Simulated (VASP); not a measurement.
# CoO (Pm-3m) in VASP: notebook, part 2 of 2

VASP 6.6.1. Earlier steps stand in the parts before.

### Step 4. Single point, LDA, collinear spin, ferromagnetic start

INCAR reads:

```
SYSTEM = CoO
PREC = Accurate
ENCUT = 520
EDIFF = 1E-6
ISMEAR = 0
SIGMA = 0.05
LREAL = .False.
LASPH = .True.
NELM = 150
ALGO = Normal
ISIF = 2
LWAVE = .False.
LCHARG = .False.
ISPIN = 2
MAGMOM = 2 0
LORBIT = 11
LMAXMIX = 4
```

KPOINTS reads:

```
Automatic mesh
0
Gamma
  7 7 7
  0 0 0
```

POSCAR reads:

```
CoO
1.0
    2.5705263100      0.0000000000      0.0000000000
    0.0000000000      2.5705263100      0.0000000000
    0.0000000000      0.0000000000      2.5705263100
Co O
1 1
Direct
    0.0000000000      0.0000000000      0.0000000000
    0.5000000000      0.5000000000      0.5000000000
```

Potentials or basis: VASP PAW LDA potentials, release 64 (Co, O).

Started as:

```bash
cat potpaw_LDA.64/Co/POTCAR potpaw_LDA.64/O/POTCAR > POTCAR
mpirun -np 1 vasp_std > vasp.out
```

OUTCAR:

```text
SYSTEM = CoO
   PREC = Accurate
   ENCUT = 520
   EDIFF = 1E-6
   ISMEAR = 0
   LREAL = .False.
   LASPH = .True.
   NELM = 150
   ISIF = 2
   ISPIN = 2
   LORBIT = 11

 ion  position               nearest neighbor table
   1  0.000  0.000  0.000-   2 2.23   2 2.23   2 2.23   2 2.23   2 2.23   2 2.23   2 2.23   2 2.23

   2  0.500  0.500  0.500-   1 2.23   1 2.23   1 2.23   1 2.23   1 2.23   1 2.23   1 2.23   1 2.23

  LATTYP: Found a simple cubic cell.
 ALAT       =     2.5705263100

  Lattice vectors:

 A1 = (   2.5705263100,   0.0000000000,   0.0000000000)
 A2 = (   0.0000000000,   2.5705263100,   0.0000000000)
 A3 = (   0.0000000000,   0.0000000000,   2.5705263100)

Analysis of symmetry for initial positions (statically):
=====================================================================
 Subroutine PRICEL returns:
 Original cell was already a primitive cell.

 Routine SETGRP: Setting up the symmetry group for a
 simple cubic supercell.

 Subroutine GETGRP returns: Found 48 space group operations
 (whereof 48 operations were pure point group operations)
 out of a pool of 48 trial point group operations.

[... 782 lines left out ...]
     11      17.1234      0.00000
     12      17.1234      0.00000

------------------------ aborting loop because EDIFF is reached ----------------------------------------

  FORCE on cell =-STRESS in cart. coord.  units (eV):
  Direction    XX          YY          ZZ          XY          YZ          ZX
  --------------------------------------------------------------------------------------
  -------------------------------------------------------------------------------------
  Total       -0.9601248     -0.9601248     -0.9601248     -0.0000000      0.0000000     -0.0000000
  in kB      -90.5674414    -90.5674414    -90.5674414     -0.0000000      0.0000000     -0.0000000
  external PRESSURE =     -90.5674414 kB  Pullay stress =       0.0000000 kB

 VOLUME and BASIS-vectors are now :
 -----------------------------------------------------------------------------
  energy-cutoff  :      520.00
  volume of cell :       16.99
      direct lattice vectors                 reciprocal lattice vectors
     2.570526310  0.000000000  0.000000000     0.389025390  0.000000000  0.000000000
     0.000000000  2.570526310  0.000000000     0.000000000  0.389025390  0.000000000
     0.000000000  0.000000000  2.570526310     0.000000000  0.000000000  0.389025390

 POSITION                                       TOTAL-FORCE (eV/Angst)
 -----------------------------------------------------------------------------------
      0.00000      0.00000      0.00000         0.000000      0.000000      0.000000
      1.28526      1.28526      1.28526         0.000000      0.000000      0.000000
 -----------------------------------------------------------------------------------
    total drift:                               -0.000000      0.000000      0.000000

  FREE ENERGIE OF THE ION-ELECTRON SYSTEM (eV)
  ---------------------------------------------------
  free  energy   TOTEN  =       -14.1817786684 eV

  energy  without entropy=      -14.1781992480  energy(sigma->0) =      -14.17998896

 total charge

# of ion       s       p       d       tot
------------------------------------------
    1        0.315   0.391   7.219   7.925
    2        1.568   3.343   0.000   4.912
--------------------------------------------------
tot          1.884   3.734   7.219  12.837

 magnetization (x)

# of ion       s       p       d       tot
------------------------------------------
    1       -0.002   0.006   2.449   2.452
    2        0.022   0.451   0.000   0.473
--------------------------------------------------
tot          0.020   0.457   2.449   2.926
```

OSZICAR:

```text
N       E                     dE             d eps       ncg     rms          rms(c)
DAV:   1     0.805516425322E+02    0.80552E+02   -0.72447E+03   976   0.148E+03
DAV:   2    -0.111250963763E+02   -0.91677E+02   -0.81106E+02  1024   0.287E+02
DAV:   3    -0.166654284321E+02   -0.55403E+01   -0.53212E+01  1044   0.808E+01
DAV:   4    -0.167406677068E+02   -0.75239E-01   -0.75153E-01  1020   0.942E+00
DAV:   5    -0.167427826791E+02   -0.21150E-02   -0.21149E-02  1136   0.163E+00    0.163E+01
DAV:   6    -0.163152347027E+02    0.42755E+00   -0.29570E+01  1196   0.942E+01    0.257E+01
DAV:   7    -0.144846005177E+02    0.18306E+01   -0.12387E+01  1168   0.824E+01    0.864E+00
DAV:   8    -0.142007343660E+02    0.28387E+00   -0.12237E+00  1308   0.212E+01    0.374E+00
DAV:   9    -0.142529657296E+02   -0.52231E-01   -0.71272E-01  1348   0.163E+01    0.424E+00
DAV:  10    -0.141886635428E+02    0.64302E-01   -0.18546E-01  1376   0.987E+00    0.109E+00
DAV:  11    -0.141815155388E+02    0.71480E-02   -0.48729E-02  1328   0.387E+00    0.224E-01
DAV:  12    -0.141817882529E+02   -0.27271E-03   -0.28716E-03  1228   0.968E-01    0.109E-01
DAV:  13    -0.141817873861E+02    0.86678E-06   -0.35029E-04  1136   0.503E-01    0.487E-02
DAV:  14    -0.141817793129E+02    0.80732E-05   -0.30264E-05  1288   0.101E-01    0.303E-02
DAV:  15    -0.141817786684E+02    0.64453E-06   -0.78221E-06  1016   0.481E-02
   1 F= -.14181779E+02 E0= -.14179989E+02  d E =-.357942E-02  mag=     2.9964
```

Wall time 9.8 s (1 thread of AMD EPYC 7R43 (Zen 3), shared host); peak memory 0.09 GiB.

What came out:

```yaml
Free_energy: -14.1818 eV
Pressure: -9.1 GPa
Band_gap_on_the_k_mesh: none (metal or under the smearing width)
Net_moment: 3.00 μB per cell
Site_moments: Co +2.45; O +0.47 μB
Valence_electrons_inside_the_program's_atomic_spheres: Co 7.92; O 4.91
```

Levels at points of the mesh, in eV from the Fermi level:
Spin up:
```
           k point  band 7  band 8  band 9  band 10  band 11  band 12
(0.00, 0.00, 0.00)   -2.12   -2.12   -2.12     1.24    15.80    15.80
```
Spin down:
| k point | band 4 | band 5 | band 6 | band 7 | band 8 | band 9 |
| --- | --- | --- | --- | --- | --- | --- |
| (0.00, 0.00, 0.00) | -2.04 | -2.04 | -2.04 | 0.44 | 0.44 | 0.44 |

Caveat: a cell with one magnetic atom can't hold antiferromagnetic order, which such compounds often take; semilocal functionals often make such compounds metallic where correlation or magnetic order opens a gap, which also shifts bond lengths.

### Step 5. Single point, LDA, collinear spin, antiferromagnetic start

This run uses another cell than the first one: it holds 4 atoms, not 2.

INCAR reads:

```
SYSTEM = CoO
PREC     = Accurate       ! precision mode
ENCUT    = 520            ! plane-wave cutoff, eV
EDIFF    = 1E-7           ! SCF threshold, eV
ISMEAR   = 0              ! smearing method
SIGMA    = 0.05           ! smearing width, eV
LREAL    = .FALSE.        ! projectors in reciprocal space
LASPH    = .TRUE.         ! aspherical terms in the spheres
NELM     = 100            ! most SCF steps
ALGO     = Fast           ! electronic algorithm
ISIF     = 2              ! what is computed and relaxed
LWAVE    = .FALSE.        ! write WAVECAR
LCHARG   = .FALSE.        ! write CHGCAR
ISPIN    = 2              ! spin polarisation
MAGMOM   = 2 -2 0 0       ! initial moments
LORBIT   = 11             ! projections on sites
LMAXMIX  = 4              ! l up to which the mixer works
```

KPOINTS reads:

```
regular mesh
0
G
  5 5 7
  0 0 0
```

POSCAR reads:

```
CoO
1.0
    2.5705263100      2.5705263100      0.0000000000
   -2.5705263100      2.5705263100      0.0000000000
    0.0000000000      0.0000000000      2.5705263100
Co O
2 2
Direct
    0.0000000000      0.0000000000      0.0000000000
    0.5000000000      0.5000000000      0.0000000000
    0.5000000000      0.0000000000      0.5000000000
    0.0000000000      0.5000000000      0.5000000000
```

Potentials or basis: VASP PAW LDA potentials, release 64 (Co, O).

Started as:

```bash
cat potpaw_LDA.64/Co/POTCAR potpaw_LDA.64/O/POTCAR > POTCAR
mpirun -np 1 vasp_std > vasp.out
```

OUTCAR:

```text
SYSTEM = CoO
   PREC = Accurate
   ENCUT = 520
   EDIFF = 1E-7
   ISMEAR = 0
   LREAL = .FALSE.
   LASPH = .TRUE.
   NELM = 100
   ISIF = 2
   ISPIN = 2
   LORBIT = 11

 ion  position               nearest neighbor table
   1  0.000  0.000  0.000-   3 2.23   4 2.23   3 2.23   4 2.23   4 2.23   4 2.23   3 2.23   3 2.23
                             2 2.57   2 2.57   2 2.57   2 2.57
   2  0.500  0.500  0.000-   3 2.23   4 2.23   3 2.23   4 2.23   3 2.23   3 2.23   4 2.23   4 2.23
                             1 2.57   1 2.57   1 2.57   1 2.57
   3  0.500  0.000  0.500-   1 2.23   2 2.23   1 2.23   2 2.23   2 2.23   2 2.23   1 2.23   1 2.23

   4  0.000  0.500  0.500-   1 2.23   2 2.23   1 2.23   2 2.23   1 2.23   1 2.23   2 2.23   2 2.23

  LATTYP: Found a simple tetragonal cell.
 ALAT       =     3.6352731700
 C/A-ratio  =     0.7071067812

  Lattice vectors:

 A1 = (   2.5705263100,   2.5705263100,   0.0000000000)
 A2 = (  -2.5705263100,   2.5705263100,   0.0000000000)
 A3 = (   0.0000000000,   0.0000000000,   2.5705263100)

Analysis of symmetry for initial positions (statically):
=====================================================================
 Subroutine PRICEL returns following result:

  LATTYP: Found a simple cubic cell.
 ALAT       =     2.5705263100
[... 12 lines left out ...]
 Subroutine GETGRP returns: Found 16 space group operations
 (whereof 16 operations were pure point group operations)
 out of a pool of 16 trial point group operations.

The static configuration has the point symmetry D_4h.

Analysis of symmetry for dynamics (positions and initial velocities):
=====================================================================
 Subroutine PRICEL returns following result:

  LATTYP: Found a simple cubic cell.
 ALAT       =     2.5705263100
[... 12 lines left out ...]
 Subroutine GETGRP returns: Found 16 space group operations
 (whereof 16 operations were pure point group operations)
 out of a pool of 16 trial point group operations.

The dynamic configuration has the point symmetry D_4h.

Analysis of structural, dynamic, and magnetic symmetry:
=====================================================================
 Subroutine PRICEL returns following result:

[... 180 lines left out ...]
  band No.  band energies     occupation
      1     -11.3141      1.00000
      2      -9.1054      1.00000
      3       2.6029      1.00000
      4       2.6029      1.00000
      5       5.2406      1.00000
      6       5.6382      1.00000
[... 504 lines left out ...]
      5       2.6266      1.00000
      6       2.7846      1.00000
[... 11 lines left out ...]
     18       9.4830      0.00000
     19      15.9078      0.00000
 Fermi energy:         9.0604122543

 spin component 2

 k-point     1 :       0.0000    0.0000    0.0000
  band No.  band energies     occupation
      1     -11.3141      1.00000
      2      -9.1054      1.00000
      3       2.6029      1.00000
      4       2.6029      1.00000
      5       5.2406      1.00000
      6       5.6382      1.00000
[... 505 lines left out ...]
      6       2.7846      1.00000
[... 11 lines left out ...]
     18       9.4830      0.00000
     19      15.7697      0.00000

------------------------ aborting loop because EDIFF is reached ----------------------------------------

  FORCE on cell =-STRESS in cart. coord.  units (eV):
  Direction    XX          YY          ZZ          XY          YZ          ZX
  --------------------------------------------------------------------------------------
  -------------------------------------------------------------------------------------
  Total       -2.6103316     -2.6103316     -3.3799419      0.0000000      0.0000000     -0.0000000
  in kB     -123.1147543   -123.1147543   -159.4129738      0.0000000      0.0000000     -0.0000000
  external PRESSURE =    -135.2141608 kB  Pullay stress =       0.0000000 kB

 VOLUME and BASIS-vectors are now :
 -----------------------------------------------------------------------------
  energy-cutoff  :      520.00
  volume of cell :       33.97
      direct lattice vectors                 reciprocal lattice vectors
     2.570526310  2.570526310  0.000000000     0.194512695  0.194512695  0.000000000
    -2.570526310  2.570526310  0.000000000    -0.194512695  0.194512695  0.000000000
     0.000000000  0.000000000  2.570526310     0.000000000  0.000000000  0.389025390

 POSITION                                       TOTAL-FORCE (eV/Angst)
 -----------------------------------------------------------------------------------
      0.00000      0.00000      0.00000         0.000000      0.000000      0.000000
      0.00000      2.57053      0.00000        -0.000000     -0.000000      0.000000
      1.28526      1.28526      1.28526        -0.000000      0.000000      0.000000
     -1.28526      1.28526      1.28526        -0.000000     -0.000000     -0.000000
 -----------------------------------------------------------------------------------
    total drift:                               -0.000000      0.000000      0.000000

  FREE ENERGIE OF THE ION-ELECTRON SYSTEM (eV)
  ---------------------------------------------------
  free  energy   TOTEN  =       -28.0437118874 eV

  energy  without entropy=      -28.0342063659  energy(sigma->0) =      -28.03895913

 total charge

# of ion       s       p       d       tot
------------------------------------------
    1        0.310   0.386   7.263   7.958
    2        0.310   0.386   7.263   7.958
    3        1.579   3.309   0.000   4.888
    4        1.579   3.309   0.000   4.888
--------------------------------------------------
tot          3.778   7.389  14.525  25.692

 magnetization (x)

# of ion       s       p       d       tot
------------------------------------------
    1        0.012   0.017   1.911   1.939
    2       -0.012  -0.017  -1.911  -1.939
    3        0.000   0.000   0.000   0.000
    4        0.000   0.000   0.000   0.000
--------------------------------------------------
tot          0.000  -0.000   0.000  -0.000
```

It took 44 s on 1 thread of AMD EPYC 7R43 (Zen 3), shared host; peak memory 0.11 GiB.

What came out:

- Free energy: -28.0437 eV
- Pressure: -13.5 GPa
- Band gap on the k mesh: none (metal or under the smearing width)
- Net moment: 0.00 μB per cell
- Site moments: Co +1.94, -1.94; O +0.00 μB
- Valence electrons inside the program's atomic spheres: Co 7.96; O 4.89

Stress tensor (GPa, compression positive):
```
-12.31   0.00   0.00
  0.00 -12.31   0.00
  0.00   0.00 -15.94
```

Caveat: semilocal functionals often make such compounds metallic where correlation or magnetic order opens a gap, which also shifts bond lengths.

### Step 6. The runs side by side

| level | potentials or basis | spin | U | k mesh | further INCAR settings | supercell matrix | gap on the mesh (eV) | pressure (GPa) | moment (μB) |
| --- | --- | --- | --- | --- | --- | --- | --- | --- | --- |
| PBE+U | VASP PAW PBE potentials, release 64 (Co, O) | off | Co d U = 7 eV | 7 × 7 × 7 | ALGO = Fast; EDIFF = 1e-07 | - | none | -11.2 | - |
| LDA+U | VASP PAW LDA potentials, release 64 (Co, O) | off | Co d U = 4 eV | 7 × 7 × 7 | ALGO = Fast; EDIFF = 1e-06 | - | none | -27.3 | - |
| LDA | VASP PAW LDA potentials, release 64 (Co, O) | collinear, ferromagnetic start | - | 7 × 7 × 7 | ALGO = Normal; EDIFF = 1e-06 | - | none | -9.1 | 3.00 |
| LDA | VASP PAW LDA potentials, release 64 (Co, O) | collinear, antiferromagnetic start | - | 5 × 5 × 7 | ALGO = Fast; EDIFF = 1e-07 | [1, 1, 0, -1, 1, 0, 0, 0, 1] | none | -13.5 | 0.00 |

Alike in all rows: task single point; cell as given; cutoff (eV) 520; smearing gaussian 0.05 eV.

Caveats: an odd number of electrons without spin polarisation forces a metal (some runs); a magnetic or distorted state may lie lower (some runs); U without spin polarisation on a metal has little footing (some runs); semilocal functionals often make such compounds metallic where correlation or magnetic order opens a gap, which also shifts bond lengths (some runs); a cell with one magnetic atom can't hold antiferromagnetic order, which such compounds often take (some runs).

Absolute energies hang on the potentials; compare differences alone.
